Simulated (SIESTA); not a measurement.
The system is TaN.

```
Ta N
1.0
     0.00000    2.21132    2.21132
     2.21132    0.00000    2.21132
     2.21132    2.21132    0.00000
Ta N
1 1
Direct
  0.50000 0.50000 0.50000
  0.00000 0.00000 0.00000
```

The cell comes from a database or a generator and needn't be the stable form of this composition.

Base run:

```yaml
Program: SIESTA 5.4.2
Functional: vdW-DF-cx
Potentials_or_basis: PseudoDojo 0.4 standard (PBE files)
Basis: DZP (energy shift 0.003 Ry; two zetas on semicore shells)
Grid_cutoff: 800 Ry
Energy_shift: 0.003 Ry
k_mesh: 10 × 10 × 10
Occupations: fermi-dirac, width 0.05 eV
Spin: no spin polarisation
```

Its results: band gap on the k mesh none (metal or under the smearing width); pressure -1.8 GPa.

The run is repeated on the same cell with these changes: functional from vdW-DF-cx to PBE. What comes out?

Band gap on the k mesh none (metal or under the smearing width); pressure 5.1 GPa.

Caveats: short orbitals over semicore shells can move pressures by several GPa; spin-orbit coupling is left out, which moves the levels of the heavy elements; the basis of atomic orbitals isn't converged, which shifts pressures, moduli and gaps; the potentials were made for another functional, which shifts forces and pressure (some runs).
